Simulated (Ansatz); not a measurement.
Input and command of a plane-wave DFT calculation in Ansatz:

```yaml
crystal:
  lattice:
    - [5.3090919008, 0.0, 0.0]
    - [-2.6545459504, 4.5978084571, 0.0]
    - [0.0, 0.0, 5.1379110507]
  atoms:
    - { symbol: Si, position: [0.5, 0.0, 0.0] }
    - { symbol: Si, position: [0.5, 0.5, 0.3333333333] }
    - { symbol: Si, position: [0.0, 0.5, 0.6666666667] }
    - { symbol: O, position: [0.4159266453, 0.2079633227, 0.1666666667] }
    - { symbol: O, position: [0.2079633227, 0.4159266453, 0.5] }
    - { symbol: O, position: [0.7920366773, 0.2079633227, 0.8333333333] }
    - { symbol: O, position: [0.5840733547, 0.7920366773, 0.1666666667] }
    - { symbol: O, position: [0.7920366773, 0.5840733547, 0.5] }
    - { symbol: O, position: [0.2079633227, 0.7920366773, 0.8333333333] }
basis:
  ecutwfc: 420
kpoints:
  mp_grid: { grid: [6, 6, 4] }
hamiltonian:
  xc: pbe
scf:
  occupations: { method: gaussian, width: 0.05 }
output:
  forces: true
  stress: true
  eigenvalues: true
  write_density: true
  write_potential: true
  elf: true
  volumetric_format: npy
```

```bash
ansatz run input.yaml --threads 2 --pin off --max-ram 5120MiB --backend cpu --events-out ev --progress --plain --runs-dir out
```

Processor: Intel(R) Xeon(R) CPU @ 2.60GHz (Ice Lake), 2 threads, on a host shared with other jobs.

**Question.** Estimate time, memory and problem size.

**Answer.** About 3.5 s on 2 threads of Intel(R) Xeon(R) CPU @ 2.60GHz (Ice Lake), on a shared host, peak memory 0.4 GiB. It solves 33 bands at 21 k points (the mesh reduced by symmetry) with about 2459 plane waves, in 6 SCF iterations.
